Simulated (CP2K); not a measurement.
TiSi2:

```
Ti Si
1.0
     4.77937    0.00000    0.00000
     2.64489    3.98082    0.00000
    -3.55269   -2.28777    2.23314
Ti Si
1 2
Cartesian
  0.0000 0.0000 0.0000
  4.9748 2.6675 0.0000
  2.4494 1.3134 0.0000
```

The cell comes from a database or a generator and needn't be the stable form of this composition.

Program: CP2K 2026.2. Alike in all runs: task band structure; no spin polarisation; cell as given; k mesh 12 × 12 × 12.

Problem. Order these runs on this cell by their pressure, lowest first.
A. level r2SCAN; potentials or basis POTENTIAL_UZH Ti GTH-SCAN-q12, Si GTH-SCAN-q4; TZVP-MOLOPT-SCAN-GTH basis; smearing fermi-dirac 0.01 eV; EPS_DEFAULT 1.0E-9; NGRIDS 4; points a segment of the path (NPOINTS) 10; bands added on the path 4; CUTOFF of the grids 675 Ry
B. level TASK; potentials or basis POTENTIAL_UZH Ti GTH-SCAN-q12, Si GTH-SCAN-q4; TZVP-MOLOPT-SCAN-GTH basis; smearing fermi-dirac 0.05 eV; EPS_DEFAULT 1.0E-10; NGRIDS 5; points a segment of the path (NPOINTS) 8; bands added on the path 2; CUTOFF of the grids 675 Ry
C. level LDA; potentials or basis GTH_POTENTIALS Ti GTH-PADE-q12, Si GTH-PADE-q4; TZVP-MOLOPT-PBE-GTH basis; smearing fermi-dirac 0.0259 eV; EPS_DEFAULT 1.0E-9; NGRIDS 5; points a segment of the path (NPOINTS) 8; bands added on the path 2; CUTOFF of the grids 450 Ry

Solution. C (-6.9 GPa), A (-2.1 GPa), B (2.5 GPa).

Caveats: the basis of atomic orbitals isn't converged, which shifts pressures, moduli and gaps; the potentials were made for another functional, which shifts forces and pressure (some runs).

Not every run made on this cell is shown here.
